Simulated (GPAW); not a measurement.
Input of a GPAW 26.7.0 run:

File run.py:

```python
from ase import Atoms
from ase.eos import EquationOfState
from ase.io import Trajectory
from ase.units import GPa
from gpaw import GPAW, PW

atoms = Atoms(['Ga', 'P'],
              cell=[[0.0, 2.72525, 2.72525],
                    [2.72525, 0.0, 2.72525],
                    [2.72525, 2.72525, 0.0]],
              scaled_positions=[[0.0, 0.0, 0.0],
                                [0.75, 0.75, 0.75]],
              pbc=True)

traj = Trajectory('eos.traj', 'w')
volumes, energies = [], []
for x in [0.94, 0.96, 0.98, 1.0, 1.02, 1.04, 1.06]:
    a = atoms.copy()
    a.set_cell(atoms.cell * x**(1 / 3), scale_atoms=True)
    calc = GPAW(mode=PW(600),
                xc='MGGA_X_R2SCAN+MGGA_C_R2SCAN',
                kpts={'size': (8, 8, 8), 'gamma': True},
                occupations={'name': 'fermi-dirac', 'width': 0.05},
                nbands=11,
                convergence={'density': 1e-05, 'energy': 1e-05},
                maxiter=150,
                txt=f'eos-{x:.2f}.txt')
    a.calc = calc
    energies.append(a.get_potential_energy(force_consistent=True))
    volumes.append(a.get_volume())
    p = -a.get_stress()[:3].mean() / GPa
    calc.write(f'eos-{x:.2f}.gpw')
    traj.write(a)
    print(f'{x:.2f} {volumes[-1]:10.4f} A^3 {energies[-1]:14.6f} eV {p:9.3f} GPa', flush=True)

v0, e0, B = EquationOfState(volumes, energies, eos='birchmurnaghan').fit()
print(f'V0 = {v0:.4f} A^3, E0 = {e0:.6f} eV, B0 = {B / GPa:.2f} GPa')
```

Potentials or basis: GPAW PAW data sets (gpaw-data 1.2.1), pw.

The run is started by

```console
$ OMP_NUM_THREADS=1 python run.py
```

(1) Predict the bulk modulus.

(2) Estimate the equilibrium volume.

Answers

(1) 90 GPa (rough).

(2) 20.56 Å³/atom (rough: see the caveat).

Caveat: the data sets keep Ga 3d, Li 1s and Be 1s frozen, and some such compounds lay over 1.5 % in volume off other programs; the points scatter about the fit; the PAW data sets were made with another functional, which shifts forces and pressure a little.
